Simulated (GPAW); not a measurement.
ZnF2:

```
CELL_PARAMETERS angstrom
4.70480 0.00000 0.00000
0.00000 4.70480 0.00000
0.00000 0.00000 3.13380
ATOMIC_POSITIONS crystal
Zn 0.50000 0.50000 0.50000
Zn 0.00000 0.00000 0.00000
F 0.80240 0.19760 0.50000
F 0.69760 0.69760 0.00000
F 0.19760 0.80240 0.50000
F 0.30240 0.30240 0.00000
```

Base run:

| Quantity | Value |
| --- | --- |
| Program | GPAW 26.7.0 |
| Functional | PBE |
| Potentials or basis | GPAW PAW data sets (gpaw-data 1.2.1) |
| Cutoff | 800 eV |
| Basis | pw |
| k mesh | 6 × 6 × 9 |
| Occupations | fermi-dirac, width 0.05 eV |
| Spin | no spin polarisation |

Its results: band gap on the k mesh 3.50 eV, direct; pressure 4.2 GPa; largest force 0.023 eV/Å.

Q: The run is repeated on the same cell with these changes: functional from PBE to r2SCAN; k mesh from 6 × 6 × 9 to 4 × 4 × 6. What comes out?

A: Band gap on the k mesh 4.17 eV, direct; pressure -2.4 GPa; largest force 0.042 eV/Å.

Several settings changed at once, so the effect can't be laid on one alone.

Caveats: an odd mesh through Γ misses points on the zone boundary, where band edges often lie (some runs); the PAW data sets were made with another functional, which shifts forces and pressure a little (some runs).
